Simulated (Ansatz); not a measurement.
P (honeycomb bilayer), computed twice by G0W0.

The cell holds 4 atoms: 4 P. Cell: a = 3.257 Å, b = 3.257 Å, c = 34.900 Å, α = 90.0°, β = 90.0°, γ = 120.0°. Regions: layer 1 (P-hc), 2 atoms (2 P); layer 2 (P-hc), 2 atoms (2 P). Vacuum lies along c.

```xyz
4
Lattice="3.2570 0.0000 0.0000 -1.6285 2.8207 0.0000 0.0000 0.0000 34.9000" Properties=species:S:1:pos:R:3
P     0.0000    1.8805   15.7775
P     1.6285    0.9402   14.5347
P     1.6285    0.9402   20.3653
P     0.0000    0.0000   19.1225
```

The structure was relaxed with PBE-D3(BJ). The runs that relaxed it are not among those shown.

The first (Ansatz 0.2.0; start PBE, 6×6×1 mesh, 520 empty bands, screening to 80 eV, PAW set soft_1 files; 1 × NVIDIA H100 80GB HBM3 (shared by 6 runs) with 3 threads of AMD EPYC 7R13 (Zen 3), shared host) gave, on its mesh: starting gap 1.23 eV, G0W0 gap 2.24 eV, mean of 1 + 4πα/V (set by the cell height) 3.24, 22 s.

Question: The second changes empty bands from 520 to 212 and screening cutoff (eV) from 80.0 to 44. What does it give?

It gave: starting gap 1.23 eV, G0W0 gap 2.16 eV, mean of 1 + 4πα/V (set by the cell height) 3.31, 10 s. The G0W0 gap moves by −0.08 eV, +0.00 eV from the start and −0.08 eV from the correction. Σc changes by +0.29 eV at the valence top and +0.21 eV at the conduction bottom, and Σx − Vxc between them by +0.0001 eV.

Limits: not at the basis limit; coarse mesh for a sheet.

[Paths, hosts, dates, memory and timing lines, banners, echoed tables and standing remarks are left out of the program output.]

[Logs are printed without paths, hosts, clocks, repeated set-up lines and the standing remarks that a program may print on its own settings, such as how far it seeks lower states.]

[Runs of the session that timed out or met a known fault of the program may be left out.]

[Cells called generated may have been cut or substituted from an entry of the Crystallography Open Database or the Materials Project.]

[Hosts, paths, dates, database ids (printed as entryN), source tags and the programs' standing remarks are cut or masked in the printed files.]
